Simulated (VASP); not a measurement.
# C (Fd-3m) in VASP: further runs, part 2 of 3

VASP 6.6.1.

### 4 G0W0 quasiparticle levels, PBE

POSCAR

```
C
1.0
    0.0000000000      1.7833700000      1.7833700000
    1.7833700000      0.0000000000      1.7833700000
    1.7833700000      1.7833700000      0.0000000000
C
2
Direct
    0.7500000000      0.7500000000      0.7500000000
    0.5000000000      0.5000000000      0.5000000000
```

INCAR.step1

```
SYSTEM = C
PREC = Accurate
ENCUT = 450
EDIFF = 1E-8
ISMEAR = 0
SIGMA = 0.01
LREAL = .FALSE.
LASPH = .TRUE.
NELM = 60
ALGO = Normal
LWAVE = .TRUE.
LCHARG = .FALSE.
GGA = PE
```

INCAR.step2

```
SYSTEM = C
PREC = Accurate
ENCUT = 450
EDIFF = 1E-8
ISMEAR = 0
SIGMA = 0.01
LREAL = .FALSE.
LASPH = .TRUE.
NELM = 1
ALGO = Exact
LWAVE = .TRUE.
LCHARG = .FALSE.
GGA = PE
NBANDS = 31
LOPTICS = .TRUE.
ISTART = 1
```

INCAR.step3

```
SYSTEM = C
PREC = Accurate
ENCUT = 450
EDIFF = 1E-8
ISMEAR = 0
SIGMA = 0.01
LREAL = .FALSE.
LASPH = .TRUE.
ALGO = EVGW0
LWAVE = .FALSE.
LCHARG = .FALSE.
GGA = PE
NELMGW = 1
NBANDS = 31
ENCUTGW = 150
NOMEGA = 48
PRECFOCK = Fast
ISTART = 1
NBANDSGW = 12
```

KPOINTS

```
regular mesh
0
G
  2 2 2
  0 0 0
```

Potentials or basis: VASP PAW PBE potentials, release 64 (C_GW).

Launch:

```console
cat potpaw_PBE.64/C_GW/POTCAR > POTCAR
cp INCAR.step1 INCAR
mpirun -np 1 vasp_std > vasp.out
cp INCAR.step2 INCAR
mpirun -np 1 vasp_std > vasp.out
cp INCAR.step3 INCAR
mpirun -np 1 vasp_std > vasp.out
```

OUTCAR:

```text
SYSTEM = C
   PREC = Accurate
   ENCUT = 450
   EDIFF = 1E-8
   ISMEAR = 0
   LREAL = .FALSE.
   LASPH = .TRUE.
   GGA = PE
   NELMGW = 1
   ENCUTGW = 150
   PRECFOCK = Fast
   ISTART = 1

 Found      3 irreducible k-points:

 Following reciprocal coordinates:
            Coordinates               Weight
  0.000000  0.000000  0.000000      1.000000
  0.500000  0.000000  0.000000      4.000000
  0.500000  0.500000  0.000000      3.000000
   k-points           NKPTS =      3   k-points in BZ     NKDIM =      8   number of bands    NBANDS=     31
   number of dos      NEDOS =    301   number of ions     NIONS =      2
   total plane-waves  NPLWV =   5832
   dimension x,y,z NGX =    18 NGY =   18 NGZ =   18
   dimension x,y,z NGXF=    36 NGYF=   36 NGZF=   36
   ions per type =               2
   NGX,Y,Z   is equivalent  to a cutoff of  11.86, 11.86, 11.86 a.u.
[... 54 lines left out ...]
   NELMGW              =     1    number of iterations in solving QP/BSE equation
   NELMHF              =     1    number of iterations in the inner HF iteration
   NKREDLFX            =     1    NKREDLFY  =   1   NKREDLFZ  =   1
 non-spin polarized calculation
 Gauss-broadening in eV      SIGMA  =   0.01
  energy-cutoff  :      450.00
  volume of cell :       11.34
 maximum number of plane-waves:       259
 NGX is ok and might be reduce to    18
  NGX = 10; NGY = 10; NGZ = 10
   NGX =  9   NGY =  9   NGZ =  9
 maximum number of plane-waves:        59
 NGX is ok and might be reduce to    10

 QP shifts <psi_nk| G(iteration)W_0 |psi_nk>: iteration 1
 for sc-GW calculations column KS-energies equals QP-energies in previous step
 and V_xc(KS)=  KS-energies - (<T + V_ion + V_H > + <T+V_H+V_ion>^1  + <V_x>^1)

 k-point   1 :       0.0000    0.0000    0.0000
  band No.  KS-energies  QP-energies   sigma(KS)   V_xc(KS)     V^pw_x(r,r')   Z            occupation Imag(sigma)

      1     -11.4764     -13.0702     -16.7970     -14.6968     -25.1125       0.7589       2.0000       1.6578
      2      10.1536       9.7987     -17.3078     -16.8744     -21.2521       0.8189       2.0000       0.1602
      3      10.1536       9.7987     -17.3078     -16.8744     -21.2521       0.8189       2.0000       0.1602
      4      10.1536       9.7987     -17.3078     -16.8744     -21.2521       0.8189       2.0000       0.1602
      5      15.6506      16.7595     -14.1023     -15.4749      -8.0406       0.8079       0.0000      -0.1981
      6      15.6506      16.7595     -14.1023     -15.4749      -8.0406       0.8079       0.0000      -0.1981
      7      15.6506      16.7595     -14.1023     -15.4749      -8.0406       0.8079       0.0000      -0.1981
      8      23.4703      24.3972     -15.1098     -16.3352      -7.0322       0.7564       0.0000      -0.5166
      9      29.2559      29.3115     -11.5200     -11.5902      -4.0346       0.7932       0.0000      -0.5628
     10      36.4138      37.4395     -12.5332     -13.8013      -5.5976       0.8088       0.0000      -0.4635
     11      36.4138      37.4395     -12.5332     -13.8013      -5.5976       0.8088       0.0000      -0.4635
     12      37.3668      37.7764     -10.7381     -11.2303      -2.9699       0.8320       0.0000      -0.9557
[... 20 lines left out ...]
      1      -2.7160      -3.8649     -16.9401     -15.5231     -23.1161       0.8108       2.0000       0.7075
      2      -2.7160      -3.8649     -16.9401     -15.5231     -23.1161       0.8108       2.0000       0.7075
      3       3.7745       3.1693     -16.5189     -15.7621     -21.2589       0.7997       2.0000       0.2228
      4       3.7745       3.1693     -16.5189     -15.7621     -21.2589       0.7997       2.0000       0.2228
      5      14.7148      15.0990     -12.8677     -13.3376      -6.8484       0.8175       0.0000      -0.1861
      6      14.7148      15.0990     -12.8677     -13.3376      -6.8484       0.8175       0.0000      -0.1861
      7      27.0173      28.8478     -14.8702     -17.0466      -6.8163       0.8410       0.0000      -0.7115
      8      27.0173      28.8478     -14.8702     -17.0466      -6.8163       0.8410       0.0000      -0.7115
      9      33.3754      34.6327     -13.5984     -15.1827      -5.2025       0.7936       0.0000      -0.8076
     10      33.3754      34.6327     -13.5984     -15.1827      -5.2025       0.7936       0.0000      -0.8076
     11      42.3157      43.3418     -11.8526     -13.0877      -4.5135       0.8308       0.0000      -0.8131
     12      42.3157      43.3418     -11.8526     -13.0877      -4.5135       0.8308       0.0000      -0.8131
```

OUTCAR.step2:

```text
SYSTEM = C
   PREC = Accurate
   ENCUT = 450
   EDIFF = 1E-8
   ISMEAR = 0
   LREAL = .FALSE.
[... 498 lines left out ...]
     0.00000    17.08630    17.08630    17.08630    -0.00000     0.00000    -0.00000
     1.45029    17.83805    17.83805    17.83805    -0.00000     0.00000    -0.00000
     2.90058    20.86598    20.86598    20.86598    -0.00000     0.00000    -0.00000
     4.35086    32.33893    32.33893    32.33893    -0.00000     0.00000    -0.00000
     5.80115   -60.33927   -60.33927   -60.33927    -0.00000     0.00000    -0.00000
     7.25144     2.11396     2.11396     2.11396    -0.00000     0.00000    -0.00000
[... 92 lines left out ...]
   142.12824     0.92478     0.92478     0.92478     0.00000    -0.00000     0.00000
   143.57852     0.92634     0.92634     0.92634     0.00000    -0.00000     0.00000
```

It took 3.1 s on 1 thread of Intel Xeon 6975P-C (Granite Rapids), shared host; peak memory 0.11 GiB.

The run converged, but some of its settings lie outside the range that counts as converged, so its numbers aren't taken as properties of the crystal.

Results:

- Band gap on the k mesh, mean-field level: 4.56 eV, indirect (least direct gap 5.50 eV)
- Quasiparticle gap: 5.30 eV
- Least direct quasiparticle gap: 6.96 eV

Caveat: the k mesh is coarse (spacing up to 1.53 Å⁻¹), so the values aren't converged; bands, screening cutoff and mesh are small and nothing is extrapolated, so the quasiparticle values aren't converged.

### 5 G0W0 quasiparticle levels, PBE

POSCAR is that of step 4.

INCAR.step1 is that of step 4.

INCAR.step2 is that of step 4.

INCAR.step3, as its differences from that of step 4:

```diff
@@ -14,3 +14,3 @@
 NBANDS = 31
-ENCUTGW = 150
+ENCUTGW = 75
 NOMEGA = 48
```

KPOINTS

```
regular mesh
0
G
  3 3 3
  0 0 0
```

Potentials or basis: VASP PAW PBE potentials, release 64 (C_GW).

Launch:

```console
cat potpaw_PBE.64/C_GW/POTCAR > POTCAR
cp INCAR.step1 INCAR
mpirun -np 1 vasp_std > vasp.out
cp INCAR.step2 INCAR
mpirun -np 1 vasp_std > vasp.out
cp INCAR.step3 INCAR
mpirun -np 1 vasp_std > vasp.out
```

OUTCAR:

```text
SYSTEM = C
   PREC = Accurate
   ENCUT = 450
   EDIFF = 1E-8
   ISMEAR = 0
   LREAL = .FALSE.
   LASPH = .TRUE.
   GGA = PE
   NELMGW = 1
   ENCUTGW = 75
   PRECFOCK = Fast
   ISTART = 1

 Found      4 irreducible k-points:

 Following reciprocal coordinates:
            Coordinates               Weight
  0.000000  0.000000  0.000000      1.000000
  0.333333  0.000000  0.000000      8.000000
  0.333333  0.333333  0.000000      6.000000
 -0.333333  0.333333  0.000000     12.000000
   k-points           NKPTS =      4   k-points in BZ     NKDIM =     27   number of bands    NBANDS=     31
   number of dos      NEDOS =    301   number of ions     NIONS =      2
   total plane-waves  NPLWV =   5832
   dimension x,y,z NGX =    18 NGY =   18 NGZ =   18
   dimension x,y,z NGXF=    36 NGYF=   36 NGZF=   36
   ions per type =               2
   NGX,Y,Z   is equivalent  to a cutoff of  11.86, 11.86, 11.86 a.u.
   NGXF,Y,Z  is equivalent  to a cutoff of  23.73, 23.73, 23.73 a.u.
 SYSTEM =  C
   PREC   = accura    normal or accurate (medium, high low for compatibility)
   ISTART =      1    job   : 0-new  1-cont  2-samecut
   ICHARG =      0    charge: 1-file 2-atom 10-const
   ISPIN  =      1    spin polarized calculation?
   LNONCOLLINEAR =      F non collinear calculations
   LSORBIT =      F    spin-orbit coupling
   LASPH  =      T    aspherical Exc in radial PAW
   ENCUT  =  450.0 eV  33.07 Ry    5.75 a.u.   4.36  4.36  4.36*2*pi/ulx,y,z
   NELM   =     60;   NELMIN=  2; NELMDL=  0     # of ELM steps
   EDIFF  = 0.1E-07   stopping-criterion for ELM
   LREAL  =      F    real-space projection
   EDIFFG = 0.1E-06   stopping-criterion for IOM
   NSW    =      0    number of steps for IOM
   IBRION =     -1    ionic relax: 0-MD 1-quasi-New 2-CG
   NFREE  =      0    steps in history (QN), initial steepest desc. (CG)
   ISIF   =      0    stress and relaxation
   ISYM   =      3    0-nonsym 1-usesym 2-fastsym
   POTIM  = 0.5000    time-step for ionic-motion
   TEBEG  =    0.0;   TEEND  =   0.0 temperature during run
   PSTRESS=    0.0 pullay stress
   NELECT =       8.0000    total number of electrons
   NUPDOWN=      -1.0000    fix difference up-down
   EMIN   =  10.00;   EMAX   =-10.00  energy-range for DOS
   EFERMI =   0.00;   METHOD = LEGACY
   ISMEAR =     0;   SIGMA  =   0.01  broadening in eV -4-tet -1-fermi 0-gaus
   EFERMI_NEDOS =   21; number of points for ismear=-14 and -15
   IALGO  =     38    algorithm
   IMIX   =      4    mixing-type and parameters
     AMIX     =   0.40;   BMIX     =  1.00
     AMIX_MAG =   1.60;   BMIX_MAG =  1.00
  volume/ion in A,a.u.               =       5.67        38.28
  Fermi-wavevector in a.u.,A,eV,Ry     =   1.457203  2.753714 28.891161  2.123440
  Thomas-Fermi vector in A             =   2.574032
   LORBIT       =      0    0 simple, 1 ext, 2 COOP (PROOUT), +10 PAW based schemes
   GGA     = PE    functional components
   LHFCALC =     T    Hartree Fock is set to
   PRECFOCK=fast      Normal, Fast or Accurate (Low or Medium for compatibility)
   ENCUT4O =  -1.0   cutoff for four orbital integrals eV
   NKREDX  =     1    reduce k-point grid by
   NKREDY  =     1    reduce k-point grid by
   NKREDZ  =     1    reduce k-point grid by
   AEXX    =    1.0000 exact exchange contribution
   HFSCREEN=    0.0000 screening length (either q_TF or 0.3 A-1)
   HFSCREENC=   0.0000 screening length for correlation (either q_TF or 0.3 A-1)
   ENCUTFOCK=  -1.0 apply spherical cutoff to Coloumb kernel
   IVDW    =     0    specifies the selected vdW correction
   LEPSILON=     F    determine dielectric tensor
   LRPA    =     F    only Hartree local field effects (RPA)
   LRPAFORCE           =     F    calculate RPA forces
   ENCUTGW             =  75.0    cutoff for response function in eV
   ENCUTGWSOFT         =  60.0    soft cutoff for Coulomb kernel in GW response function in eV
   ENCUTLF             =  -1.0    cutoff for local field effects
   NELMGW              =     1    number of iterations in solving QP/BSE equation
   NELMHF              =     1    number of iterations in the inner HF iteration
   NKREDLFX            =     1    NKREDLFY  =   1   NKREDLFZ  =   1
 non-spin polarized calculation
 Gauss-broadening in eV      SIGMA  =   0.01
  energy-cutoff  :      450.00
  volume of cell :       11.34
 maximum number of plane-waves:       259
 NGX is ok and might be reduce to    18
  NGX = 10; NGY = 10; NGZ = 10
   NGX =  9   NGY =  9   NGZ =  9
 maximum number of plane-waves:        18
 NGX is ok and might be reduce to    10

 QP shifts <psi_nk| G(iteration)W_0 |psi_nk>: iteration 1
 for sc-GW calculations column KS-energies equals QP-energies in previous step
 and V_xc(KS)=  KS-energies - (<T + V_ion + V_H > + <T+V_H+V_ion>^1  + <V_x>^1)

 k-point   1 :       0.0000    0.0000    0.0000
  band No.  KS-energies  QP-energies   sigma(KS)   V_xc(KS)     V^pw_x(r,r')   Z            occupation Imag(sigma)

      1     -11.6473     -12.8406     -16.3434     -14.7556     -25.3472       0.7516       2.0000       1.4970
      2       9.8679       9.9085     -16.7678     -16.8171     -19.9899       0.8216       2.0000       0.1118
      3       9.8679       9.9085     -16.7678     -16.8171     -19.9899       0.8216       2.0000       0.1118
      4       9.8679       9.9085     -16.7678     -16.8171     -19.9899       0.8216       2.0000       0.1118
      5      15.4341      16.8359     -13.7901     -15.5106      -8.7983       0.8148       0.0000      -0.1320
      6      15.4341      16.8359     -13.7901     -15.5106      -8.7983       0.8148       0.0000      -0.1320
      7      15.4341      16.8359     -13.7901     -15.5106      -8.7983       0.8148       0.0000      -0.1320
      8      23.1878      24.5760     -14.5944     -16.3713      -7.5094       0.7813       0.0000      -0.3186
      9      29.1228      29.5384     -11.2675     -11.7768      -4.2105       0.8159       0.0000      -0.4758
     10      36.3294      37.5939     -12.3260     -13.8641      -5.7988       0.8221       0.0000      -0.5675
     11      36.3294      37.5939     -12.3260     -13.8641      -5.7988       0.8221       0.0000      -0.5675
     12      37.3230      38.1214     -10.4601     -11.4342      -3.1747       0.8196       0.0000      -1.0010
[... 36 lines left out ...]
      1      -4.2127      -5.1369     -16.8478     -15.6623     -23.8906       0.7796       2.0000       0.6610
      2      -1.0910      -1.8644     -16.6589     -15.6693     -22.6185       0.7815       2.0000       0.3971
      3       0.4601      -0.2273     -15.5972     -14.7311     -20.4133       0.7937       2.0000       0.2673
      4       5.1713       4.8380     -16.4294     -16.0176     -20.5476       0.8096       2.0000       0.1598
      5      16.1747      17.0568     -12.7627     -13.8331      -7.4417       0.8240       0.0000      -0.1430
      6      22.7827      24.6686     -13.8797     -16.2645      -7.3004       0.7908       0.0000      -0.2776
      7      23.3949      25.0658     -13.6857     -15.8044      -6.9698       0.7886       0.0000      -0.2901
      8      24.8609      26.6458     -13.9932     -16.2715      -6.8366       0.7835       0.0000      -0.3605
      9      26.7823      27.8700     -12.4341     -13.7675      -6.2290       0.8158       0.0000      -0.2962
     10      33.5173      34.5110     -11.7196     -12.9221      -5.2095       0.8263       0.0000      -0.5428
     11      34.6985      36.4196     -12.9627     -15.1757      -4.6899       0.7777       0.0000      -0.8116
     12      43.6201      44.4813     -10.9699     -12.0205      -3.2034       0.8197       0.0000      -1.2622
```

OUTCAR.step1:

```text
SYSTEM = C
   PREC = Accurate
   ENCUT = 450
   EDIFF = 1E-8
   ISMEAR = 0
[... 153 lines left out ...]
      2.67505      2.67505      2.67505         0.000000      0.000000      0.000000
      1.78337      1.78337      1.78337        -0.000000     -0.000000     -0.000000
 -----------------------------------------------------------------------------------
    total drift:                                0.000000     -0.000000      0.000000

  FREE ENERGIE OF THE ION-ELECTRON SYSTEM (eV)
  ---------------------------------------------------
  free  energy   TOTEN  =       -17.5945066665 eV

  energy  without entropy=      -17.5945066665  energy(sigma->0) =      -17.59450667
```

Run time: 3.3 s. Hardware: 1 thread of Intel Xeon 6975P-C (Granite Rapids), shared host; peak memory 0.12 GiB.

The run converged, but some of its settings lie outside the range that counts as converged, so its numbers aren't taken as properties of the crystal.

Results:

```yaml
Band_gap_on_the_k_mesh_mean-field_level: 4.11 eV, indirect (least direct gap 5.57 eV)
Quasiparticle_gap: 4.93 eV
Least_direct_quasiparticle_gap: 6.93 eV
```

Caveat: the k mesh is coarse (spacing up to 1.02 Å⁻¹), so the values aren't converged; bands, screening cutoff and mesh are small and nothing is extrapolated, so the quasiparticle values aren't converged; an odd mesh through Γ misses points on the zone boundary, where band edges often lie.

(Continued in part 3 of 3.)
